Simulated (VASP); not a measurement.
Set up this calculation in VASP 6.6.1, as the native input.

| Quantity | Value |
| --- | --- |
| Task | relaxation of cell and atoms |
| Functional | revPBE |
| Dispersion | D3(BJ) |
| Potentials or basis | VASP PAW PBE potentials, release 64 (Al) |
| Cutoff | 600 eV |
| k mesh | 11 × 11 × 11 |
| Occupations | fermi-dirac, width 0.05 eV |
| Spin | no spin polarisation |
| Further INCAR settings | ALGO = Normal; EDIFF = 1e-06; IBRION = 2; EDIFFG = -0.01; NSW = 60; ISIF = 3 |

The structure of Al lies in POSCAR:

```
Al
1.0
    0.0000000000      2.0248050000      2.0248050000
    2.0248050000      0.0000000000      2.0248050000
    2.0248050000      2.0248050000      0.0000000000
Al
1
Direct
    0.0000000000      0.0000000000      0.0000000000
```

One way to write it, as run:

INCAR

```
SYSTEM = Al
ALGO = Normal ; EDIFF = 1E-6
EDIFFG = -0.01 ; ENCUT = 600
GGA = RE ; IBRION = 2
ISIF = 3 ; ISMEAR = -1
IVDW = 12 ; LASPH = .TRUE.
LCHARG = .FALSE. ; LREAL = .FALSE.
LWAVE = .FALSE. ; NELM = 100
NSW = 60 ; PREC = Accurate
SIGMA = 0.05
```

KPOINTS

```
k-points
0
G
  11 11 11
  0 0 0
```

Potentials or basis: VASP PAW PBE potentials, release 64 (Al).

Command:

```console
$ cat potpaw_PBE.64/Al/POTCAR > POTCAR
$ mpirun -np 1 vasp_std > vasp.out
```

It gave:

| Item | Value |
| --- | --- |
| Relaxed volume | 15.41 Å³/atom |
| Relaxed cell | a = 2.793 Å, b = 2.793 Å, c = 2.793 Å, α = 60.00°, β = 60.00°, γ = 60.00° |
| Space group after relaxing (to 0.05 Å) | Fm-3m (No. 225) |
| Energy gained by relaxing | 23.2 meV/atom |
| Ionic steps | 3 |
| Pressure after relaxing | 0.0 GPa |
| Band gap on the k mesh | none (metal or under the smearing width) |
| Dispersion energy per atom | -0.686 eV |

Caveat: the PAW data sets were made with another functional, which shifts forces and pressure a little; pairwise dispersion overbinds metals, which lowers pressure and volume.

Wall time 18 s on 1 thread of AMD EPYC 7R43 64-Core Processor (Zen 3) (shared host), peak memory 0.1 GiB.
